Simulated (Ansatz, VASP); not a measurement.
One calculation of Cu, two programs

```
Cu
1.0
     0.00000    1.86173    1.86173
     1.86173    0.00000    1.86173
     1.86173    1.86173    0.00000
Cu
1
Direct
  0.00000 0.00000 0.00000
```

Change from the starting cell: strain +0.030 along x and y, +0.030 along z, atoms carried along.

Alike in both runs: task single point; functional PBE; k mesh 22 × 22 × 22; occupations gaussian, width 0.15 eV; no spin polarisation.

```csv
,VASP,Ansatz
version,VASP 6.6.1,Ansatz 0.2.0
potentials or method,"VASP PAW PBE potentials, release 64 (Cu)","scalar-relativistic, plane waves, PAW"
plane-wave cutoff (eV),520,420
valence electrons in the cell,11,19
```

VASP gave:

```
gap on the k mesh at the Fermi level (eV) : none
pressure (GPa)                            : -8.3
```

Estimate Ansatz's values.

gap on the k mesh at the Fermi level (eV): none; pressure (GPa): -8.9.

A gap of «none» marks a metal or a gap that the smearing closes. The two sets of potentials don't hold the same shells in valence.
